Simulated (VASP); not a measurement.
# ZnS in VASP: notebook

One slab, ZnS, is run at these levels: PBE; tasks: single point.

Everything below comes from runs of VASP 6.6.1. Logs are shortened: lines on timing, memory, paths and dates and some standing lists are left out, and cuts for length are marked.

### 1 The slab as given

The cell holds a slab with vacuum, 12 atoms: a = 3.806 Å, b = 3.806 Å, c = 31.367 Å, α = 90.00°, β = 90.00°, γ = 120.00°.

### 2 Single point, PBE

Contents of INCAR:

```
SYSTEM = ZnS
  PREC = Accurate
  ENCUT = 400
  EDIFF = 1E-7
  ISMEAR = 0
  SIGMA = 0.05
  LREAL = .False.
  LASPH = .True.
  NELM = 120
  ALGO = Normal
  ISIF = 2
  LWAVE = .False.
  LCHARG = .False.
  LDIPOL = .True.
  IDIPOL = 3
  DIPOL = 0.5 0.5 0.500
  GGA = PE
  NBANDS = 74
  LVHAR = .True.
  LVACPOTAV = .True.
```

Contents of KPOINTS:

```
Automatic mesh
0
Gamma
  5 5 1
  0 0 0
```

Contents of POSCAR:

```
ZnS
1.0
    3.8061424014      0.0000000000      0.0000000000
   -1.9030712007      3.2962160100      0.0000000000
    0.0000000000      0.0000000000     31.3669552874
S Zn
6 6
Direct
    0.6666666667      0.3333333333      0.2390637294
    0.0000000000      0.0000000000      0.3385627853
    0.6666666667      0.3333333333      0.4377145990
    0.3333333333      0.6666666667      0.5372102262
    0.6666666667      0.3333333333      0.6367092821
    0.3333333333      0.6666666667      0.7358610958
    0.0000000000      0.0000000000      0.2641196062
    0.6666666667      0.3333333333      0.3633928221
    0.3333333333      0.6666666667      0.4627069676
    0.6666666667      0.3333333333      0.5622661030
    0.3333333333      0.6666666667      0.6615393189
    0.0000000000      0.0000000000      0.7608534644
```

Potentials or basis: VASP PAW PBE potentials, release 64 (S, Zn).

On the command line:

```console
$ cat potpaw_PBE.64/S/POTCAR potpaw_PBE.64/Zn/POTCAR > POTCAR
$ mpirun -np 1 vasp_std > vasp.out
```

OUTCAR:

```text
SYSTEM = ZnS
   PREC = Accurate
   ENCUT = 400
   EDIFF = 1E-7
   ISMEAR = 0
   LREAL = .False.
   LASPH = .True.
   NELM = 120
   ISIF = 2
   GGA = PE

 Found      5 irreducible k-points:

 Following reciprocal coordinates:
            Coordinates               Weight
  0.000000  0.000000  0.000000      1.000000
  0.200000 -0.000000  0.000000      6.000000
  0.400000 -0.000000  0.000000      6.000000
  0.200000  0.200000  0.000000      6.000000
  0.400000  0.200000  0.000000      6.000000
   k-points           NKPTS =      5   k-points in BZ     NKDIM =      5   number of bands    NBANDS=     74
   number of dos      NEDOS =    301   number of ions     NIONS =     12
   total plane-waves  NPLWV = 164640
   dimension x,y,z NGX =    28 NGY =   28 NGZ =  210
   dimension x,y,z NGXF=    56 NGYF=   56 NGZF=  420
   ions per type =               6   6
   NGX,Y,Z   is equivalent  to a cutoff of  12.23, 12.23, 11.13 a.u.
   NGXF,Y,Z  is equivalent  to a cutoff of  24.46, 24.46, 22.26 a.u.
 SYSTEM =  ZnS
   PREC   = accura    normal or accurate (medium, high low for compatibility)
   ISTART =      0    job   : 0-new  1-cont  2-samecut
   ICHARG =      2    charge: 1-file 2-atom 10-const
   ISPIN  =      1    spin polarized calculation?
   LNONCOLLINEAR =      F non collinear calculations
   LSORBIT =      F    spin-orbit coupling
   LASPH  =      T    aspherical Exc in radial PAW
   ENCUT  =  400.0 eV  29.40 Ry    5.42 a.u.   6.21  6.21 51.15*2*pi/ulx,y,z
   NELM   =    120;   NELMIN=  2; NELMDL= -5     # of ELM steps
   EDIFF  = 0.1E-06   stopping-criterion for ELM
   LREAL  =      F    real-space projection
   EDIFFG = 0.1E-05   stopping-criterion for IOM
   NSW    =      0    number of steps for IOM
   IBRION =     -1    ionic relax: 0-MD 1-quasi-New 2-CG
   NFREE  =      0    steps in history (QN), initial steepest desc. (CG)
   ISIF   =      2    stress and relaxation
   ISYM   =      2    0-nonsym 1-usesym 2-fastsym
   POTIM  = 0.5000    time-step for ionic-motion
   TEBEG  =    0.0;   TEEND  =   0.0 temperature during run
   PSTRESS=    0.0 pullay stress
   NELECT =     108.0000    total number of electrons
   NUPDOWN=      -1.0000    fix difference up-down
   EMIN   =  10.00;   EMAX   =-10.00  energy-range for DOS
   EFERMI =   0.00;   METHOD = LEGACY
   ISMEAR =     0;   SIGMA  =   0.05  broadening in eV -4-tet -1-fermi 0-gaus
   EFERMI_NEDOS =   21; number of points for ismear=-14 and -15
   IALGO  =     38    algorithm
   IMIX   =      4    mixing-type and parameters
     AMIX     =   0.40;   BMIX     =  1.00
     AMIX_MAG =   1.60;   BMIX_MAG =  1.00
  volume/ion in A,a.u.               =      32.79       221.30
  Fermi-wavevector in a.u.,A,eV,Ry     =   1.063878  2.010437 15.399562  1.131836
  Thomas-Fermi vector in A             =   2.199377
   LORBIT       =      0    0 simple, 1 ext, 2 COOP (PROOUT), +10 PAW based schemes
   GGA     = PE    functional components
   LHFCALC =     F    Hartree Fock is set to
   AEXX    =    0.0000 exact exchange contribution
   IVDW    =     0    specifies the selected vdW correction
   LEPSILON=     F    determine dielectric tensor
   LRPA    =     F    only Hartree local field effects (RPA)
 non-spin polarized calculation
 Gauss-broadening in eV      SIGMA  =   0.05
  energy-cutoff  :      400.00
  volume of cell :      393.53
 maximum number of plane-waves:      7159
 NGX is ok and might be reduce to    28
   NGX = 13   NGY = 13   NGZ =103

 number of electron     108.0000008 magnetization

 dipolmoment           0.000000      0.000000     -0.263200 electrons x Angstroem

 Free energy of the ion-electron system (eV)
  ---------------------------------------------------
  ext. energy  EPLUGINS =         0.00000000
  ---------------------------------------------------
  free energy    TOTEN  =       -38.82455699 eV

  energy without entropy =      -38.80990090  energy(sigma->0) =      -38.81722894

 E-fermi :  -0.3017     XC(G=0):  -6.2499

 val. band max:       -0.3039586306   @ k =   0.2000  -0.0000   0.0000
 cond. band min:      -0.0932966917   @ k =   0.4000  -0.0000   0.0000
 fundamental gap:      0.2106619388
 Fermi energy:        -0.3016634908

 k-point     1 :       0.0000    0.0000    0.0000
  band No.  band energies     occupation
      1     -15.4624      2.00000
      2     -14.7594      2.00000
      3     -14.1474      2.00000
      4     -13.5763      2.00000
      5     -12.9711      2.00000
      6     -11.9704      2.00000
[... 58 lines left out ...]
     65       4.6578      0.00000
     66       4.6866      0.00000

 k-point     2 :       0.2000   -0.0000    0.0000
  band No.  band energies     occupation
      1     -15.2384      2.00000
      2     -14.5499      2.00000
      3     -13.9388      2.00000
      4     -13.3702      2.00000
      5     -12.7726      2.00000
      6     -11.7702      2.00000
[... 58 lines left out ...]
     65       4.5342      0.00000
     66       4.9597      0.00000

 k-point     3 :       0.4000   -0.0000    0.0000
  band No.  band energies     occupation
      1     -14.8221      2.00000
      2     -14.1695      2.00000
      3     -13.5589      2.00000
      4     -12.9956      2.00000
      5     -12.4152      2.00000
      6     -11.4106      2.00000
[... 58 lines left out ...]
     65       4.9310      0.00000
     66       5.2230      0.00000

 k-point     4 :       0.2000    0.2000    0.0000
  band No.  band energies     occupation
      1     -14.9108      2.00000
      2     -14.2488      2.00000
      3     -13.6385      2.00000
      4     -13.0740      2.00000
      5     -12.4892      2.00000
      6     -11.4852      2.00000
[... 58 lines left out ...]
     65       4.8874      0.00000
     66       5.2199      0.00000

 k-point     5 :       0.4000    0.2000    0.0000
  band No.  band energies     occupation
      1     -14.6846      2.00000
      2     -14.0454      2.00000
      3     -13.4349      2.00000
      4     -12.8738      2.00000
      5     -12.2988      2.00000
      6     -11.2945      2.00000
[... 58 lines left out ...]
     65       5.2211      0.00000
     66       5.3621      0.00000
 [bands above 66 left out]

------------------------ aborting loop because EDIFF is reached ----------------------------------------

  FORCE on cell =-STRESS in cart. coord.  units (eV):
  Direction    XX          YY          ZZ          XY          YZ          ZX
  --------------------------------------------------------------------------------------
  -------------------------------------------------------------------------------------
  Total        1.5302071      1.5302071      5.0302399      0.0000000      0.0000000      0.0000000
  in kB        6.2299953      6.2299953     20.4798240      0.0000000      0.0000000      0.0000000
  external PRESSURE =      10.9799382 kB  Pullay stress =       0.0000000 kB

 VOLUME and BASIS-vectors are now :
 -----------------------------------------------------------------------------
  energy-cutoff  :      400.00
  volume of cell :      393.53
      direct lattice vectors                 reciprocal lattice vectors
     3.806142401  0.000000000  0.000000000     0.262733207  0.151689088  0.000000000
    -1.903071201  3.296216010  0.000000000     0.000000000  0.303378176  0.000000000
     0.000000000  0.000000000 31.366955287     0.000000000  0.000000000  0.031880684

 POSITION                                       TOTAL-FORCE (eV/Angst)
 -----------------------------------------------------------------------------------
      1.90307      1.09874      7.49870        -0.000000     -0.000000     -0.180839
      0.00000      0.00000     10.61968        -0.000000     -0.000000      0.481415
      1.90307      1.09874     13.72977        -0.000000      0.000000      0.379568
     -0.00000      2.19748     16.85065        -0.000000      0.000000      0.372052
      1.90307      1.09874     19.97163        -0.000000     -0.000000      0.338936
     -0.00000      2.19748     23.08172        -0.000000     -0.000000      0.702714
      0.00000      0.00000      8.28463        -0.000000     -0.000000     -0.347634
      1.90307      1.09874     11.39853         0.000000     -0.000000     -0.367038
     -0.00000      2.19748     14.51371         0.000000     -0.000000     -0.363409
      1.90307      1.09874     17.63658        -0.000000      0.000000     -0.384730
     -0.00000      2.19748     20.75047         0.000000     -0.000000     -0.433184
      0.00000      0.00000     23.86566        -0.000000      0.000000     -0.197851
 -----------------------------------------------------------------------------------
    total drift:                               -0.000001     -0.000004     -0.005100

  FREE ENERGIE OF THE ION-ELECTRON SYSTEM (eV)
  ---------------------------------------------------
  free  energy   TOTEN  =       -38.8245569858 eV

  energy  without entropy=      -38.8099009013  energy(sigma->0) =      -38.81722894

 vacuum level on the upper side and lower side of the slab         3.103         6.901
```

Wall time 4.5 min (1 thread of AMD EPYC 9R45 (Zen 5), shared host); peak memory 0.41 GiB.

The run converged, but some of its settings lie outside the range that counts as converged, so its numbers aren't taken as properties of the slab.

What came out:

| Property | Result |
| --- | --- |
| Free energy | -38.8246 eV |
| Largest force | 0.703 eV/Å |
| Band gap on the k mesh | none (metal or under the smearing width) |
| Work function of the upper face | 3.40 eV |
| Work function of the lower face | 7.20 eV |

Caveat: the k mesh is coarse (spacing up to 0.38 Å⁻¹), so the values aren't converged.

(Part 1 of 2 ends here.)
